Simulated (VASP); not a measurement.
Set up this calculation in VASP 6.6.1, as an ASE script.

* Task: single point
* Functional: RPBE
* Potentials or basis: VASP PAW PBE potentials, release 64 (Cd)
* Cutoff: 520 eV
* k mesh: 10 × 10 × 10
* Occupations: gaussian, width 0.05 eV
* Spin: no spin polarisation
* Further INCAR settings: ALGO = Fast; EDIFF = 1.00e-06; NBANDS = 12

The structure of Cd lies in POSCAR:

```
Cd
1.0
    0.0000000000      2.2181497500      2.2181497500
    2.2181497500      0.0000000000      2.2181497500
    2.2181497500      2.2181497500      0.0000000000
Cd
1
Direct
    0.0000000000      0.0000000000      0.0000000000
```

This isn't the form of Cd at room conditions, which is hcp.

The input as run:

run.py

```python
from ase.calculators.vasp import Vasp
from ase.dft.bandgap import bandgap
from ase.io import read

atoms = read('POSCAR')
calc = Vasp(
    directory='calc',
    xc='rpbe',
    pp='PBE',
    setups='materialsproject',
    prec='Accurate',
    encut=520,
    ediff=1e-06,
    ismear=0,
    sigma=0.05,
    lreal=False,
    lasph=True,
    nelm=60,
    algo='Fast',
    isif=2,
    lwave=False,
    lcharg=False,
    kpts=[10, 10, 10],
    gamma=True,
    nbands=12,
)
atoms.calc = calc

print('energy (eV):', atoms.get_potential_energy())
print('free energy (eV):', atoms.get_potential_energy(force_consistent=True))
print('forces (eV/A):')
print(atoms.get_forces())
print('stress (eV/A^3, Voigt):', atoms.get_stress())
print('Fermi level (eV):', calc.get_fermi_level())
gap, top, bottom = bandgap(calc)
print('band gap (eV):', gap, 'from (spin, k, band)', top, 'to', bottom)
```

Potentials or basis: VASP PAW PBE potentials, release 64 (Cd).

Launch:

```console
$ python run.py
```

It gave:

```yaml
Pressure: 5.3 GPa
Band_gap_on_the_k_mesh: none (metal or under the smearing width)
```

Caveat: the PAW data sets were made with another functional, which shifts forces and pressure a little.

Wall time 7.8 s on 1 thread of Intel(R) Xeon(R) 6975P-C (Granite Rapids), on a shared host, peak memory 0.14 GiB.
